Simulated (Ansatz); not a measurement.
Reaction (ligand exchange at a Ge–C bond): `O=C(O)[CH2][GeH3]` + `[CH3][Al]([OH])[F]` → `[CH3][Al]([F])[O][GeH3]` + `CC(=O)O`

Gas-phase electronic energies from Ansatz, PBE0-D4/def2-TZVP geometries. CBS: MP2 limit from def2 TZ/QZ plus the TZ coupled-cluster correction, frozen cores. DFT in def2-TZVPP. B3LYP here is the variant with VWN-RPA as its local correlation; programs differ in this. For Ge outer-core shells are correlated without core-valence functions, which leaves a few kJ/mol of doubt a bond. Scalar relativity is left out up to krypton. One conformer a species, not always the lowest.

```
             level  ΔE (kJ/mol)  difference from CCSD(T)/CBS
            PBE-D4        -38.7                          5.4
         r2SCAN-D4        -46.9                         -2.8
           PBE0-D4        -41.9                          2.2
          B3LYP-D4        -49.9                         -5.8
           ωB97M-V        -46.9                         -2.8
            B2PLYP        -52.7                         -8.6
              PBE0        -43.6                          0.5
             B3LYP        -53.2                         -9.1
     HF/def2-TZVPP        -71.7                        -27.6
    MP2/def2-TZVPP        -45.5                         -1.4
   CCSD/def2-TZVPP        -50.2                         -6.1
CCSD(T)/def2-TZVPP        -47.8                         -3.7
     HF/def2-QZVPP        -73.6                        -29.5
    MP2/def2-QZVPP        -44.0                          0.1
      HF/CBS(def2)        -73.8                        -29.7
     MP2/CBS(def2)        -41.8                          2.3
       CCSD(T)/CBS        -44.1                            0
```

Largest T1 diagnostic among the species: 0.015.

The D4 term adds +3.3 kJ/mol with B3LYP and +1.7 kJ/mol with PBE0; it sums over pairs of atoms, weighted by their polarisabilities, and B3LYP, whose exchange is more repulsive, gets the larger term. In def2-TZVPP, CCSD(T) changes the Hartree–Fock value by +23.9 kJ/mol (the triples alone add +2.4 kJ/mol) and MP2 by +26.2 kJ/mol.

CCSD(T)/CBS has its own doubt, a few kJ/mol and more with outer-core shells, so smaller differences from it don't rank the levels.
